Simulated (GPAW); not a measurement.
# NiO (Fm-3m) in GPAW: single point with PBE

Aim: the single point of NiO with PBE.

All numbers are computed with GPAW 26.7.0; they aren't measurements. Logs are shortened: lines on timing, memory, paths and dates and some standing lists are left out, and cuts for length are marked. The log counts tension as positive stress, the text compression.

## (1) The structure

It takes space group Fm-3m (No. 225, cubic). Conventional cell: a = 4.172 Å, b = 4.172 Å, c = 4.172 Å, α = 90.00°, β = 90.00°, γ = 90.00°. Ni (site symmetry m-3m) has 6 O at 2.09 Å as nearest neighbours. Around O (site symmetry m-3m) lie 6 Ni at 2.09 Å.

## (2) Single point, PBE, collinear spin, ferromagnetic start

Contents of run.py:

```python
from ase.dft.bandgap import bandgap
from ase.io import read, write
from ase.units import GPa
from gpaw import GPAW, PW

atoms = read('NiO.xyz')
atoms.set_initial_magnetic_moments([1.0, 0.0])

calc = GPAW(mode=PW(800),
            xc='PBE',
            kpts={'size': (4, 4, 4), 'gamma': True},
            occupations={'name': 'fermi-dirac', 'width': 0.05},
            nbands=22,
            convergence={'density': 1e-05, 'energy': 1e-05},
            maxiter=80,
            txt='gpaw.txt')
atoms.calc = calc
energy = atoms.get_potential_energy()
forces = atoms.get_forces()
stress = atoms.get_stress()
calc.write('gs.gpw')
write('result.traj', atoms)
print(f'Energy: {energy:.6f} eV')
print('Forces (eV/A):')
print(forces.round(4))
print('Stress (GPa):', (stress / GPa).round(3))
print('Moments:', calc.get_magnetic_moments().round(3))
print('Fermi level:', round(calc.get_fermi_level(), 4), 'eV')
print(f'Gap: {bandgap(calc)[0]:.4f} eV, direct: {bandgap(calc, direct=True)[0]:.4f} eV')
```

Contents of NiO.xyz:

```xyz
2
Lattice="0.0000000000 2.0859016414 2.0859016414 2.0859016414 0.0000000000 2.0859016414 2.0859016414 2.0859016414 0.0000000000" Properties=species:S:1:pos:R:3 pbc="T T T"
Ni     0.0000000000      0.0000000000      0.0000000000
O      2.0859016414      2.0859016414      2.0859016414
```

Potentials or basis: GPAW PAW data sets (gpaw-data 1.2.1), pw.

Run with:

```console
OMP_NUM_THREADS=1 python run.py
```

gpaw.txt:

```text
__  _  _
 | _ |_)|_||  |
 |__||  | ||/\| - 26.7.0

Input parameters:
  mode=PW(ecut=800.0),
  convergence={'density': 1e-05, 'energy': 1e-05},
  kpts=MonkhorstPack(size=(4, 4, 4), gamma=True),
  maxiter=80,
  nbands=22,
  occupations=Occupations(name='fermi-dirac', width=0.05),
  xc=XC(name='PBE')

Diagonalizing LCAO Hamiltonian
Converting LCAO to pw mode

              O

       Ni

Atoms  # Å, Bohr magnetons
|   | symbol |        x |        y |        z |    initial magnetic moments |
|---|--------|----------|----------|----------|-----------------------------|
| 0 |     Ni | 0.000000 | 0.000000 | 0.000000 | ( 0.0000,  0.0000,  1.0000) |
| 1 |      O | 2.085902 | 2.085902 | 2.085902 | ( 0.0000,  0.0000,  0.0000) |

Unit cell  # Å
| periodic |        x |        y |        z |  lengths |    angles |
|----------|----------|----------|----------|----------|-----------|
|      yes | 0.000000 | 2.085902 | 2.085902 | 2.949910 | 60.000000 |
|      yes | 2.085902 | 0.000000 | 2.085902 | 2.949910 | 60.000000 |
|      yes | 2.085902 | 2.085902 | 0.000000 | 2.949910 | 60.000000 |

Number of symmetries: 48
Symmetry operations  # r_c * U_cc + t_c -> r_c
|    | kind |            matrix            |
|----|------|------------------------------|
|  0 |  σ   |  1, 0, 0,  1, 0,-1,  1,-1, 0 |
|  1 |  C2  |  1, 0, 0,  1,-1, 0,  1, 0,-1 |
|  2 |  E   |  1, 0, 0,  0, 1, 0,  0, 0, 1 |
|  3 |  σ   |  1, 0, 0,  0, 0, 1,  0, 1, 0 |
|  4 |  C4  |  1, 0,-1,  1, 0, 0,  1,-1, 0 |
|  5 |  S6  |  1, 0,-1,  1,-1, 0,  1, 0, 0 |
|  6 |  σ   |  1, 0,-1,  0, 1,-1,  0, 0,-1 |
|  7 |  C3  |  1, 0,-1,  0, 0,-1,  0, 1,-1 |
|  8 |  S6  |  1,-1, 0,  1, 0, 0,  1, 0,-1 |
|  9 |  C4  |  1,-1, 0,  1, 0,-1,  1, 0, 0 |
| 10 |  C3  |  1,-1, 0,  0,-1, 1,  0,-1, 0 |
| 11 |  σ   |  1,-1, 0,  0,-1, 0,  0,-1, 1 |
| 12 |  σ   |  0, 1, 0,  1, 0, 0,  0, 0, 1 |
| 13 |  C4  |  0, 1, 0,  0, 1,-1, -1, 1, 0 |
| 14 |  C3  |  0, 1, 0,  0, 0, 1,  1, 0, 0 |
| 15 |  S6  |  0, 1, 0, -1, 1, 0,  0, 1,-1 |
| 16 |  C2  |  0, 1,-1,  1, 0,-1,  0, 0,-1 |
| 17 |  σ   |  0, 1,-1,  0, 1, 0, -1, 1, 0 |
| 18 |  S4  |  0, 1,-1,  0, 0,-1,  1, 0,-1 |
| 19 |  C4  |  0, 1,-1, -1, 1, 0,  0, 1, 0 |
| 20 |  C3  |  0, 0, 1,  1, 0, 0,  0, 1, 0 |
| 21 |  σ   |  0, 0, 1,  0, 1, 0,  1, 0, 0 |
| 22 |  S6  |  0, 0, 1,  0,-1, 1, -1, 0, 1 |
| 23 |  C4  |  0, 0, 1, -1, 0, 1,  0,-1, 1 |
| 24 |  S4  |  0, 0,-1,  1, 0,-1,  0, 1,-1 |
| 25 |  C3  |  0, 0,-1,  0, 1,-1,  1, 0,-1 |
| 26 |  C2  |  0, 0,-1,  0,-1, 0, -1, 0, 0 |
| 27 |  S6  |  0, 0,-1, -1, 0, 0,  0,-1, 0 |
| 28 |  S4  |  0,-1, 1,  1,-1, 0,  0,-1, 0 |
| 29 |  C4  |  0,-1, 1,  0, 0, 1, -1, 0, 1 |
| 30 |  C2  |  0,-1, 1,  0,-1, 0,  1,-1, 0 |
| 31 |  σ   |  0,-1, 1, -1, 0, 1,  0, 0, 1 |
| 32 |  C3  |  0,-1, 0,  1,-1, 0,  0,-1, 1 |
| 33 |  S6  |  0,-1, 0,  0, 0,-1, -1, 0, 0 |
| 34 |  S4  |  0,-1, 0,  0,-1, 1,  1,-1, 0 |
| 35 |  C2  |  0,-1, 0, -1, 0, 0,  0, 0,-1 |
| 36 |  C2  | -1, 1, 0,  0, 1, 0,  0, 1,-1 |
| 37 |  S6  | -1, 1, 0,  0, 1,-1,  0, 1, 0 |
| 38 |  S4  | -1, 1, 0, -1, 0, 1, -1, 0, 0 |
| 39 |  C3  | -1, 1, 0, -1, 0, 0, -1, 0, 1 |
| 40 |  S6  | -1, 0, 1,  0, 0, 1,  0,-1, 1 |
| 41 |  C2  | -1, 0, 1,  0,-1, 1,  0, 0, 1 |
| 42 |  C3  | -1, 0, 1, -1, 1, 0, -1, 0, 0 |
| 43 |  S4  | -1, 0, 1, -1, 0, 0, -1, 1, 0 |
| 44 |  C2  | -1, 0, 0,  0, 0,-1,  0,-1, 0 |
| 45 |  i   | -1, 0, 0,  0,-1, 0,  0, 0,-1 |
| 46 |  σ   | -1, 0, 0, -1, 1, 0, -1, 0, 1 |
| 47 |  C2  | -1, 0, 0, -1, 0, 1, -1, 1, 0 |

BZ-sampling:
  Number of BZ points: 64
  Number of IBZ points: 8

  Monkhorst-Pack size: [4, 4, 4]
  Monkhorst-Pack shift: [0.125, 0.125, 0.125]

K-points  # in reciprocal-cell coordinates
|   |                                coordinates |     weight |
|---|--------------------------------------------|------------|
| 0 | (  0.00000000,   0.00000000,   0.00000000) | 0.01562500 |
| 1 | (  0.25000000,   0.25000000,   0.00000000) | 0.09375000 |
| 2 | (  0.25000000,   0.25000000,   0.25000000) | 0.12500000 |
| 3 | (  0.50000000,   0.25000000,  -0.25000000) | 0.09375000 |
| 4 | (  0.50000000,   0.25000000,   0.25000000) | 0.18750000 |
| 5 | (  0.50000000,   0.50000000,   0.00000000) | 0.04687500 |
| 6 | (  0.50000000,   0.50000000,   0.25000000) | 0.37500000 |
| 7 | (  0.50000000,   0.50000000,   0.50000000) | 0.06250000 |

Plane wave coefficients: 950
Cutoff: 800.0 eV

Spin-components: 2 (collinear spins)
Bands:           22
Projectors:      11
Spin-degeneracy: 1
Datatype:        complex128

Parallelization:
  kpt:    1
  domain: 1
  band:   1

Density:
  Valence electrons: 22.0
  Components: 2
  Grid points: [20 20 20]
  Charge: 0.0  # |e|

Potential:
  Grid points: [20 20 20]

species:
  Ni:
    name:    Nickel
    Z:       28.0
    valence: 16
    core:    12
    charge:  0.0  # [|e|]
    compensation charges:
      type: gauss
      rc: 0.36  # [Å]
      lmax: 2
    cutoffs:
      filter: 2.14  # [Å]
      core: 1.98  # [Å]
    projectors
    | kind |    occ | energy [eV] | rcut [Å] |
    |------|--------|-------------|----------|
    |   4s |  2.000 |      -5.642 |    1.164 |
    |   3p |  6.000 |     -71.394 |    1.207 |
    |   4p |  0.000 |      -1.226 |    1.207 |
    |   3d |  8.000 |      -8.875 |    1.138 |
    |    s |        |      21.570 |    1.164 |
    |    d |        |      18.337 |    1.138 |

    Using partial waves for Ni as LCAO basis

  O:
    name:    Oxygen
    Z:       8.0
    valence: 6
    core:    2
    charge:  0.0  # [|e|]
    compensation charges:
      type: gauss
      rc: 0.21  # [Å]
      lmax: 2
    cutoffs:
      filter: 1.17  # [Å]
      core: 0.83  # [Å]
    projectors
    | kind |    occ | energy [eV] | rcut [Å] |
    |------|--------|-------------|----------|
    |   2s |  2.000 |     -23.961 |    0.688 |
    |   2p |  4.000 |      -9.029 |    0.598 |
    |    s |        |       3.251 |    0.688 |
    |    p |        |      18.182 |    0.598 |
    |    d |        |       0.000 |    0.619 |

    Using partial waves for O as LCAO basis

Reference energy: -43408.850748  # eV

eigensolver:
  PPCG
  Converge bands: occupied
  niter=2

density mixing:
  MSR1-Mixer
  Pratt-step length: 0.05
  Maximum mixing coefficient: 0.75
  Old densities: 10
  SVD Regularization: 0.005
  Good broyden scale: 1.0
  Trust region scale: 1.0
  Backstep threshold: 4.0
  History deletion threshold: 6.0
  Fourier metric: weight=20.0, sigma=0.015

occupation numbers:
  Fermi-Dirac:
    width: 0.0500  # eV

poisson solver:
  ecut: 6400.0  # eV

xc functional:
  name: PBE with 2 nearest neighbor stencil

convergence criteria:
- Maximum integral of absolute [dens]ity change: 1e-05 electrons / valence electron
- Maximum [total energy] change in last 3 cyles: 1e-05 eV / valence electron
- Maximum integral of absolute [eigenst]ate change: 4e-08 eV^2 / valence electron
maximum number of iterations: 80

SCF iterations
|iter     | |      energy | eigst |  dens |  magmom |
|---------|-|-------------|-------|-------|---------|
|iter:   1| |  -13.607912 | +0.18 |       |  +1.0004|
|iter:   2| |  -13.501222 | -2.28 | -1.09 |  +1.0173|
|iter:   3| |  -13.348947 | -2.25 | -1.13 |  +1.1963|
|iter:   4| |  -13.404768 | -2.75 | -1.59 |  +1.2846|
|iter:   5| |  -13.376781 | -3.58 | -1.74 |  +1.3078|
|iter:   6| |  -13.390167 | -3.55 | -2.05 |  +1.3792|
|iter:   7| |  -13.390215 | -5.86 | -2.83 |  +1.3798|
|iter:   8| |  -13.390201c| -6.00 | -3.03 |  +1.3799|
|iter:   9| |  -13.390207c| -7.96c| -4.09 |  +1.3797|
|iter:  10| |  -13.390211c| -8.47c| -4.55 |  +1.3795|
|iter:  11| |  -13.390210c| -8.89c| -5.31c|  +1.3795|

Converged in 11 steps
Energy contributions relative to reference atoms: (reference = -43408.850748)

Energy contributions:
  Kinetic:          24.975156
  Coulomb:         -21.403533
  Zero:              0.269071
  External:          0.000000
  Xc:              -17.225379
  Entropy:          -0.011050
  Spinorbit:         0.000000
  ----------------------------
  Free energy:     -13.395735
  Extrapolated:    -13.390210

dipole moment: (-8.363666, -8.363666, -8.363666)  # |e|*Ang

Total magnetic moment: (0.000000, 0.000000, 1.379462)

Local magnetic moments
|        x |        y |        z |
|----------|----------|----------|
| 0.000000 | 0.000000 | 1.176983 |  # Ni   0
| 0.000000 | 0.000000 | 0.142480 |  # O    1

Fermi level: 8.328
Eigenvalues  # (at kpt = [0.000, 0.000, 0.000])
| band index |      eig [eV] | occ [0-1] |      eig [eV] | occ [0-1] |
|------------|---------------|-----------|---------------|-----------|
|          0 |       -56.272 |     1.000 |       -54.845 |     1.000 |
|        ... |               |           |               |           |
|          4 |         4.918 |     1.000 |         5.258 |     1.000 |
|          5 |         4.918 |     1.000 |         5.258 |     1.000 |
|          6 |         4.918 |     1.000 |         5.258 |     1.000 |
|          7 |         5.391 |     1.000 |         6.365 |     1.000 |
|          8 |         5.391 |     1.000 |         6.365 |     1.000 |
|          9 |         5.708 |     1.000 |         6.365 |     1.000 |
|         10 |         5.708 |     1.000 |         7.445 |     1.000 |
|         11 |         5.708 |     1.000 |         7.445 |     1.000 |
|         12 |         9.516 |     0.000 |         9.784 |     0.000 |
|         13 |        25.780 |     0.000 |        25.731 |     0.000 |
|         14 |        26.953 |     0.000 |        27.154 |     0.000 |
|         15 |        26.953 |     0.000 |        27.154 |     0.000 |
|         16 |        26.953 |     0.000 |        27.154 |     0.000 |
|         17 |        30.165 |     0.000 |        30.566 |     0.000 |
|         18 |        30.165 |     0.000 |        30.566 |     0.000 |
|         19 |        30.165 |     0.000 |        30.566 |     0.000 |
|        ... |               |           |               |           |
|         21 |        33.780 |     0.000 |        34.338 |     0.000 |

No gap
No difference between direct/indirect transitions

Forces  # eV/Ang
|       x |       y |        z |
|---------|---------|----------|
| 0.00000 | 0.00000 | -0.00000 |  # Ni   0
| 0.00000 | 0.00000 | -0.00000 |  # O    1

Stress tensor  # eV/Ang^3
|         x |         y |         z |
|-----------|-----------|-----------|
| -0.036608 |  0.000000 |  0.000000 |
|  0.000000 | -0.036608 | -0.000000 |
|  0.000000 | -0.000000 | -0.036608 |

# Writing to gs.gpw (mode='')
```

Wall time 5.7 s (1 thread of AMD EPYC 9R45 (Zen 5), shared host); peak memory 0.15 GiB.

These settings aren't checked as converged: the numbers below hold their error.

What came out:

```yaml
Free_energy: -13.3957 eV
Pressure: 5.9 GPa
Band_gap_on_the_k_mesh: none (metal or under the smearing width)
Net_moment: 1.38 μB per cell
Site_moments: Ni +1.18; O +0.14 μB
```

Caveat: the k mesh is coarse (spacing up to 0.65 Å⁻¹), so the values aren't converged; the stock nickel data set gives pressures a few GPa off other programs; a cell with one magnetic atom can't hold antiferromagnetic order, which such compounds often take; semilocal functionals often make such compounds metallic where correlation or magnetic order opens a gap, which also shifts bond lengths.
